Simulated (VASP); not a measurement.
# CdS in VASP: one cell, several levels of theory, part 2 of 3

VASP 6.6.1, plane waves, PAW. The steps go on from the part before.

**3. LDA at this geometry**

INCAR reads:

```
ENCUT = 520.000000
SIGMA = 0.010000
EDIFF = 1.00e-07
GGA = CA
PREC = Accurate
IBRION = -1
ISIF = 2
ISMEAR = 0
NBANDS = 26
NELM = 120
NSW = 0
LASPH = .TRUE.
LCHARG = .FALSE.
LWAVE = .FALSE.
LREAL = .FALSE.
```

KPOINTS reads:

```
KPOINTS created by Atomic Simulation Environment
0
Gamma
12 12 4
0 0 0
```

KPOINTS_OPT reads:

```
special points
6
Reciprocal
0.0000000000 0.0000000000 0.0000000000 1
0.5000000000 0.0000000000 0.0000000000 1
0.3333333333 0.3333333333 0.0000000000 1
0.0000000000 0.0000000000 0.5000000000 1
0.5000000000 0.0000000000 0.5000000000 1
0.3333333333 0.3333333333 0.5000000000 1
```

POSCAR reads:

```
Cd S
 1.0000000000000000
     4.1646012904023975    0.0000000000000000    0.0000000000000000
    -2.0823006452011987    3.6066505141219301   -0.0000000000000000
     0.0000000000000000   -0.0000000000000000    6.7660104564743984
 Cd  S
   2   2
Cartesian
  0.0000000000000000  2.4044336760812866 -0.0065164628796503
  2.0823006452011987  1.2022168380406433  3.3764887653575490
  0.0000000000000000  2.4044336760812866  2.5437703840575496
  2.0823006452011987  1.2022168380406433  5.9267756122947475
```

The run uses the recommended LDA PAW datasets (36 valence electrons a neutral cell).

Run with:

```bash
$ mpirun -np 1 vasp_std
```

Standard output, without the iteration lines:

```text
POSCAR found type information on POSCAR CdS
 POSCAR found :  2 types and       4 ions
 LDA part: xc-table for (Slater(with rela. corr.)+CA(PZ))
 , standard interpolation
 POSCAR, INCAR and KPOINTS ok, starting setup
 FFT: planning ... GRIDC
 FFT: planning ... GRID_SOFT
 FFT: planning ... GRID
 WAVECAR not read
 entering main loop
 Start KPOINTS_OPT (optional k-point list driver)
k-point batch [1-6\6]
```

OSZICAR:

```text
N       E                     dE             d eps       ncg     rms          rms(c)
DAV:   1     0.246708441506E+03    0.24671E+03   -0.17436E+04  2964   0.127E+03
DAV:   2    -0.170087145287E+01   -0.24841E+03   -0.23915E+03  3210   0.319E+02
DAV:   3    -0.156432740519E+02   -0.13942E+02   -0.13850E+02  3556   0.758E+01
DAV:   4    -0.157905915578E+02   -0.14732E+00   -0.14718E+00  3324   0.747E+00
DAV:   5    -0.157928121236E+02   -0.22206E-02   -0.22204E-02  3558   0.917E-01    0.109E+01
DAV:   6    -0.148098433997E+02    0.98297E+00   -0.17843E+00  3948   0.141E+01    0.849E+00
DAV:   7    -0.147745721296E+02    0.35271E-01   -0.57322E-01  3092   0.416E+00    0.369E+00
DAV:   8    -0.147631140031E+02    0.11458E-01   -0.82458E-02  3090   0.273E+00    0.464E-01
DAV:   9    -0.147613134552E+02    0.18005E-02   -0.13623E-02  3496   0.143E+00    0.125E-01
DAV:  10    -0.147611846720E+02    0.12878E-03   -0.89487E-04  3284   0.307E-01    0.883E-02
DAV:  11    -0.147611969145E+02   -0.12243E-04   -0.97486E-05  3300   0.589E-02    0.922E-02
DAV:  12    -0.147612072042E+02   -0.10290E-04   -0.34507E-05  3188   0.420E-02    0.457E-02
DAV:  13    -0.147612080101E+02   -0.80588E-06   -0.19464E-05  3038   0.487E-02    0.326E-02
DAV:  14    -0.147612073776E+02    0.63248E-06   -0.17917E-06  3394   0.153E-02    0.260E-02
DAV:  15    -0.147612059424E+02    0.14352E-05   -0.30940E-06  3068   0.810E-03    0.741E-03
DAV:  16    -0.147612059068E+02    0.35616E-07   -0.28434E-07  3030   0.300E-03
   1 F= -.14761206E+02 E0= -.14761206E+02  d E =-.122322E-38
       N       E                     dE             ncg
DAV:   1     0.357781146869E+04   -0.45320E+04      312
DAV:   2     0.209969589087E+04   -0.14781E+04      342
DAV:   3     0.201979248251E+04   -0.79903E+02      374
DAV:   4     0.201901395368E+04   -0.77853E+00      358
DAV:   5     0.201900283611E+04   -0.11118E-01      386
DAV:   6     0.201900258487E+04   -0.25124E-03      360
DAV:   7     0.201900257771E+04   -0.71641E-05      378
DAV:   8     0.201900257748E+04   -0.22064E-06      368
DAV:   9     0.201900257748E+04   -0.70795E-08      254
```

Parts of OUTCAR:

```text
k-points           NKPTS =     57   k-points in BZ     NKDIM =     57   number of bands    NBANDS=     26

   NELECT =      36.0000    total number of electrons

   dimension x,y,z NGX =    32 NGY =   32 NGZ =   50
   dimension x,y,z NGXF=    64 NGYF=   64 NGZF=  100

  energy-cutoff  :      520.00
  volume of cell :      101.63
      direct lattice vectors                 reciprocal lattice vectors
     4.164601290  0.000000000  0.000000000     0.240119025  0.138632784  0.000000000
    -2.082300645  3.606650514  0.000000000     0.000000000  0.277265567  0.000000000
     0.000000000  0.000000000  6.766010456     0.000000000  0.000000000  0.147797584

 k-points in reciprocal lattice and weights: KPOINTS created by Atomic Simulation Env
   0.00000000  0.00000000  0.00000000       0.002
   0.08333333  0.00000000  0.00000000       0.010
   0.16666667  0.00000000  0.00000000       0.010
   0.25000000 -0.00000000  0.00000000       0.010
   0.33333333  0.00000000  0.00000000       0.010
   0.41666667  0.00000000  0.00000000       0.010
   0.50000000 -0.00000000  0.00000000       0.005
   0.08333333  0.08333333  0.00000000       0.010
[... 49 more k-points ...]

 E-fermi :   1.0069

 k-point     1 :       0.0000    0.0000    0.0000
  band No.  band energies     occupation
      1     -11.2945      2.00000
      2     -10.8668      2.00000
      3      -6.7508      2.00000
      4      -6.7452      2.00000
      5      -6.7452      2.00000
      6      -6.6658      2.00000
      7      -6.6658      2.00000
      8      -6.3506      2.00000
      9      -6.3506      2.00000
     10      -6.2616      2.00000
     11      -6.2616      2.00000
     12      -5.9297      2.00000
     13      -3.4319      2.00000
     14       0.1712      2.00000
     15       0.1712      2.00000
     16       0.8791      2.00000
     17       0.9182      2.00000
     18       0.9182      2.00000
     19       1.8335      0.00000
     20       3.4503      0.00000
     21       7.2061      0.00000
     22       7.2061      0.00000
     23       7.5321      0.00000
     24       8.3099      0.00000
     25       8.3226      0.00000
     26       8.3226      0.00000

 k-point     2 :       0.0833    0.0000    0.0000
  band No.  band energies     occupation
      1     -11.2697      2.00000
      2     -10.8558      2.00000
      3      -6.7452      2.00000
      4      -6.7351      2.00000
      5      -6.7256      2.00000
      6      -6.6551      2.00000
      7      -6.6520      2.00000
      8      -6.3560      2.00000
      9      -6.3509      2.00000
     10      -6.2728      2.00000
     11      -6.2594      2.00000
     12      -5.9125      2.00000
     13      -3.3838      2.00000
     14      -0.1370      2.00000
     15       0.0826      2.00000
     16       0.4164      2.00000
     17       0.8305      2.00000
     18       0.8686      2.00000
     19       2.3212      0.00000
     20       3.7491      0.00000
     21       6.9362      0.00000
     22       7.3166      0.00000
     23       7.6447      0.00000
     24       8.1026      0.00000
     25       8.2686      0.00000
     26       8.4724      0.00000

 k-point     3 :       0.1667    0.0000    0.0000
  band No.  band energies     occupation
      1     -11.2005      2.00000
      2     -10.8266      2.00000
      3      -6.7215      2.00000
      4      -6.7091      2.00000
      5      -6.6753      2.00000
      6      -6.6203      2.00000
      7      -6.6141      2.00000
      8      -6.3707      2.00000
      9      -6.3489      2.00000
     10      -6.2971      2.00000
     11      -6.2537      2.00000
     12      -5.8683      2.00000
     13      -3.2515      2.00000
     14      -0.8161      2.00000
     15      -0.3380      2.00000
     16      -0.1437      2.00000
     17       0.6799      2.00000
     18       0.7309      2.00000
     19       3.0334      0.00000
     20       4.3349      0.00000
     21       6.4750      0.00000
     22       7.5364      0.00000
     23       7.5758      0.00000
     24       8.0414      0.00000
     25       8.2170      0.00000
     26       8.8862      0.00000

 k-point     4 :       0.2500   -0.0000    0.0000
  band No.  band energies     occupation
      1     -11.1023      2.00000
      2     -10.7900      2.00000
      3      -6.6924      2.00000
      4      -6.6782      2.00000
      5      -6.5998      2.00000
      6      -6.5619      2.00000
      7      -6.5493      2.00000
      8      -6.3887      2.00000
      9      -6.3381      2.00000
     10      -6.3166      2.00000
     11      -6.2459      2.00000
     12      -5.8102      2.00000
     13      -3.0846      2.00000
     14      -1.5265      2.00000
     15      -1.0645      2.00000
     16      -0.4261      2.00000
     17       0.4301      2.00000
     18       0.5421      2.00000
     19       3.6637      0.00000
     20       4.6976      0.00000
     21       6.2178      0.00000
     22       7.1202      0.00000
     23       7.7918      0.00000
     24       8.1298      0.00000
     25       8.6942      0.00000
     26       9.2286      0.00000

 k-point     5 :       0.3333    0.0000    0.0000
  band No.  band energies     occupation
      1     -10.9976      2.00000
      2     -10.7595      2.00000
      3      -6.6697      2.00000
      4      -6.6542      2.00000
      5      -6.5363      2.00000
      6      -6.5105      2.00000
      7      -6.4454      2.00000
      8      -6.3981      2.00000
      9      -6.3164      2.00000
     10      -6.2905      2.00000
     11      -6.2369      2.00000
     12      -5.7597      2.00000
     13      -3.0214      2.00000
     14      -2.0503      2.00000
     15      -1.6290      2.00000
     16      -0.6870      2.00000
     17       0.1060      2.00000
     18       0.3558      2.00000
     19       4.1134      0.00000
     20       4.6969      0.00000
     21       6.0890      0.00000
     22       6.9074      0.00000
     23       7.8430      0.00000
     24       8.4797      0.00000
     25       9.0397      0.00000
     26       9.4983      0.00000

 k-point     6 :       0.4167    0.0000    0.0000
  band No.  band energies     occupation
      1     -10.9127      2.00000
      2     -10.7453      2.00000
      3      -6.6580      2.00000
      4      -6.6413      2.00000
      5      -6.4891      2.00000
      6      -6.4744      2.00000
      7      -6.4315      2.00000
      8      -6.3904      2.00000
      9      -6.2927      2.00000
     10      -6.2287      2.00000
     11      -6.1265      2.00000
     12      -5.7656      2.00000
     13      -3.1436      2.00000
     14      -2.4333      2.00000
     15      -1.7601      2.00000
     16      -0.8682      2.00000
     17      -0.2150      2.00000
     18       0.2216      2.00000
     19       4.3428      0.00000
     20       4.6132      0.00000
     21       5.9122      0.00000
     22       6.9776      0.00000
     23       7.8104      0.00000
     24       8.7034      0.00000
     25       9.1464      0.00000
     26      10.2459      0.00000

 k-point     7 :       0.5000   -0.0000    0.0000
  band No.  band energies     occupation
      1     -10.8777      2.00000
      2     -10.7441      2.00000
      3      -6.6549      2.00000
      4      -6.6376      2.00000
      5      -6.4618      2.00000
      6      -6.4616      2.00000
      7      -6.4455      2.00000
      8      -6.3891      2.00000
      9      -6.2823      2.00000
     10      -6.2252      2.00000
     11      -5.9744      2.00000
     12      -5.8364      2.00000
     13      -3.2136      2.00000
     14      -2.6169      2.00000
     15      -1.7044      2.00000
     16      -0.9329      2.00000
     17      -0.3671      2.00000
     18       0.1730      2.00000
     19       4.4055      0.00000
     20       4.5788      0.00000
     21       5.8302      0.00000
     22       7.0615      0.00000
     23       7.7895      0.00000
     24       8.7898      0.00000
     25       9.0956      0.00000
     26      10.7067      0.00000

 k-point     8 :       0.0833    0.0833    0.0000
  band No.  band energies     occupation
      1     -11.2227      2.00000
      2     -10.8357      2.00000
      3      -6.7286      2.00000
      4      -6.7177      2.00000
      5      -6.6916      2.00000
      6      -6.6352      2.00000
      7      -6.6235      2.00000
      8      -6.3646      2.00000
      9      -6.3517      2.00000
     10      -6.2901      2.00000
     11      -6.2556      2.00000
     12      -5.8820      2.00000
     13      -3.2934      2.00000
     14      -0.5759      2.00000
     15      -0.2617      2.00000
     16       0.0195      2.00000
     17       0.7323      2.00000
     18       0.7489      2.00000
     19       2.8553      0.00000
     20       4.1991      0.00000
     21       6.6206      0.00000
     22       7.3130      0.00000
     23       7.7992      0.00000
     24       7.9358      0.00000
     25       8.2328      0.00000
     26       8.7466      0.00000

[... the tables of k-points 9 to 57 left out ...]

  Total       -2.1082788     -2.1082788     -2.0359142      0.0000000      0.0000000      0.0000000
  in kB      -33.2375084    -33.2375084    -32.0966636      0.0000000      0.0000000      0.0000000
  external PRESSURE =     -32.8572268 kB  Pullay stress =       0.0000000 kB

 POSITION                                       TOTAL-FORCE (eV/Angst)
 -----------------------------------------------------------------------------------
      0.00000      2.40443      6.75949         0.000000     -0.000000      0.001417
      2.08230      1.20222      3.37649         0.000000     -0.000000      0.001417
      0.00000      2.40443      2.54377         0.000000     -0.000000     -0.001417
      2.08230      1.20222      5.92678        -0.000000      0.000000     -0.001417
 -----------------------------------------------------------------------------------
    total drift:                               -0.000000     -0.000000     -0.001002

  FREE ENERGIE OF THE ION-ELECTRON SYSTEM (eV)
  ---------------------------------------------------
  free  energy   TOTEN  =       -14.7612059068 eV

  energy  without entropy=      -14.7612059068  energy(sigma->0) =      -14.76120591
```

It took 51 s on 1 MPI rank of Intel Xeon 6975P-C, shared host; peak memory 0.33 GiB.

The levels at the points of KPOINTS_OPT are read from vasprun.xml.

Band energies at the special points (eV, zero at the top of v, the last band that the electrons fill by count):

```csv
point,v−1,v,c,c+1
Γ,0.00,0.00,0.92,2.53
M,-1.29,-0.75,3.49,3.66
K,-1.83,-1.64,4.47,4.89
A,-0.39,-0.39,2.60,2.60
L,-1.31,-1.31,3.25,3.25
H,-1.09,-1.09,4.17,4.17
```

Gap with LDA: 0.92 eV, direct (Γ). The pressure is -3.29 GPa; the forces vanish within 0.01 eV/Å.

(Part 2 of 3 ends here.)
